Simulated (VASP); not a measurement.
## Yb: single point with RPBE

Yb:

```
Yb
1.0
     0.00000    2.74310    2.74310
     2.74310    0.00000    2.74310
     2.74310    2.74310    0.00000
Yb
1
Direct
  0.00000 0.00000 0.00000
```

- Program: VASP 6.6.1
- Task: single point
- Functional: RPBE
- Potentials or basis: VASP PAW PBE potentials, release 64 (Yb)
- Cutoff: 520 eV
- k mesh: 8 × 8 × 8
- Occupations: gaussian, width 0.02 eV
- Spin: collinear spin, ferromagnetic start
- Starting moments: [1.0] μB
- Further INCAR settings: ALGO = Normal; EDIFF = 1.00e-06; NBANDS = 22

The pressure is -1.9 GPa, the band gap on the k mesh is none (metal or under the smearing width) and the net moment is -0.02 μB per cell. The valence electrons inside the program's atomic spheres are Yb 22.10.

Levels at points of the mesh, in eV from the Fermi level:
Spin up:
```tsv
k point	band 8	band 9	band 10	band 11	band 12	band 13	band 14	band 15	band 16	band 17
(0.00, 0.00, 0.00)	-0.33	-0.33	-0.26	-0.26	-0.26	2.79	2.79	2.79	4.64	4.64
(0.50, 0.00, 0.00)	-0.34	-0.34	-0.27	-0.27	-0.26	0.11	2.59	2.59	5.97	5.97
(0.50, 0.50, 0.00)	-0.34	-0.33	-0.29	-0.28	-0.28	0.32	1.28	5.98	6.36	6.36
```
Spin down:
```
           k point  band 8  band 9  band 10  band 11  band 12  band 13  band 14  band 15  band 16  band 17
(0.00, 0.00, 0.00)   -0.33   -0.33    -0.26    -0.26    -0.26     2.78     2.78     2.78     4.63     4.63
(0.50, 0.00, 0.00)   -0.34   -0.34    -0.27    -0.27    -0.26     0.09     2.58     2.58     5.96     5.96
(0.50, 0.50, 0.00)   -0.34   -0.33    -0.29    -0.28    -0.28     0.31     1.26     5.98     6.36     6.36
```

It took 2.7 min on 1 thread of AMD EPYC 9R45 (Zen 5), with other jobs on the host, peak memory 0.2 GiB.

Caveat: the PAW data sets were made with another functional, which shifts forces and pressure a little; spin-orbit coupling is left out, which moves the levels of the heavy elements. The state reached can hang on the start; a lower one may exist.
